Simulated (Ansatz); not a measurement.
NaCl built on the zincblende prototype, relaxed with r2SCAN: the symmetry is F-43m (No. 216, cubic); a = 6.175 Å in the conventional setting, 29.43 Å³ an atom. Na is surrounded by 4 Cl at 2.67 Å; Cl is surrounded by 4 Na at 2.67 Å. One-shot G0W0@PBE in the plane-wave code Ansatz on a 6×6×6 mesh (contour deformation, no spin-orbit coupling), from a PBE gap of 4.942 eV over the mesh points (the G0W0 gap is direct on the mesh); the number N of bands summed and the screening cutoff rise together. The cell comes from a prototype generator: it can be a known phase or a hypothetical one. Spin polarisation is off.

```tsv
N	cutoff (eV)	1000/N	G0W0 gap (eV)
141	100	7.092	7.816
330	180	3.030	7.993
```

**Question.** Lay a straight line in 1000/N through these rows.

**Answer.** The slope is -0.0436 eV per unit of 1000/N and the intercept 8.125 eV.

**Question.** Predict the gap at N = 634 (260 eV).

**Answer.** 8.125 + (-0.0436) × 1.577 = 8.056 eV; the run gives 8.075 eV, +0.019 eV from the line.

**Question.** With that run's result added, what limit do the last two rows suggest?

**Answer.** Their slope is (8.075 − 7.993)/(1.577 − 3.030) = -0.0564, which meets 1/N = 0 at 8.16 eV, against 8.125 eV from the first line. The slope steepens, so 1/N isn't yet asymptotic and the true limit probably lies higher still; the k mesh isn't extrapolated.
